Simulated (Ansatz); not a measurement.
# Response to strain in CaF2

Consider CaF2 in the fluorite structure (space group Fm-3m, No. 225; a = 5.4391 Å). Axes: x, y, z lie along the cube axes.

Strains are applied to the cell and any free atomic positions relax; under biaxial strain the out-of-plane vector relaxes too.

Computed with Ansatz (a program for electronic structure) r2SCAN, spin-orbit coupling left out.

Notes on the quantities. energy relative to the base: free energy F; pressure: mean of the normal stresses, compression positive.

| case | energy relative to the base | pressure | band gap | gap character |
|---|---|---|---|---|
| base | 0 meV/atom | 0.00 GPa | 8.03 eV | indirect, X → Γ |
| biaxial strain −4.89 %, plane normal [001], relaxed out of plane | +42 meV/atom | 7.26 GPa | 8.06 eV | indirect, X → Γ |
| biaxial strain −0.29 %, plane normal [001], relaxed out of plane | +0.1 meV/atom | 0.38 GPa | 8.05 eV | indirect, X → Γ |
| biaxial strain +4.95 %, plane normal [001], relaxed out of plane | +36 meV/atom | -5.48 GPa | 7.23 eV | indirect, M → Γ |
| biaxial strain +1.17 %, plane normal [110], relaxed out of plane | +1.7 meV/atom | -1.15 GPa | 7.93 eV | indirect, T → Γ |
| biaxial strain +1.74 %, plane normal [111], relaxed out of plane | +3.4 meV/atom | -1.52 GPa | 7.92 eV | indirect, F → Γ |
| biaxial strain +4.53 %, plane normal [111], relaxed out of plane | +22 meV/atom | -3.58 GPa | 7.76 eV | indirect, F → Γ |
| isotropic strain −5.95 % | +148 meV/atom | 24.94 GPa | 9.22 eV | indirect, X → Γ |
| isotropic strain −2.10 % | +16 meV/atom | 6.58 GPa | 8.42 eV | indirect, X → Γ |
| uniaxial strain ε_xx = −4.70 % | +17 meV/atom | 4.82 GPa | 8.06 eV | indirect, M → Γ |

A biaxial case was relaxed in a doubled cell and then solved in the primitive one. Whether these cells are dynamically stable was not tested. k-point labels follow each cell's own Brillouin zone.
